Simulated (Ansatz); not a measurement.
NbP:

```xyz
4
Lattice="-1.6749 1.6749 5.7401 1.6749 -1.6749 5.7401 1.6749 1.6749 -5.7401" Properties=species:S:1:pos:R:3 pbc="T T T"
Nb    1.6749    0.0000    2.8687
Nb    0.0000    0.0000    5.7387
P     0.0000    1.6749    3.8200
P     0.0000    0.0000    0.9500
```

The cell is a database's computed one.

Base run:

```yaml
Program: Ansatz 0.2.0
Functional: LDA
Potentials_or_basis: Ansatz PAW
Cutoff: "420 eV (not typed: the program's choice for these potentials)"
k_mesh: 11 × 11 × 11
Occupations: fermi-dirac, width 0.05 eV
Spin: no spin polarisation
```

Its results: band gap on the k mesh none (metal or under the smearing width); pressure -9.4 GPa; largest force 0.015 eV/Å.

Question: The run is repeated on the same cell with these changes: functional from LDA to PBE. What comes out?

Answer: Band gap on the k mesh none (metal or under the smearing width); pressure -1.1 GPa; largest force 0.016 eV/Å.

PBE binds less tightly than LDA, so the same cell stands under more pressure.

Caveats: the PAW data sets come from PBE, with cores solved anew for the run's functional, which leaves a small shift of forces and pressure (some runs).
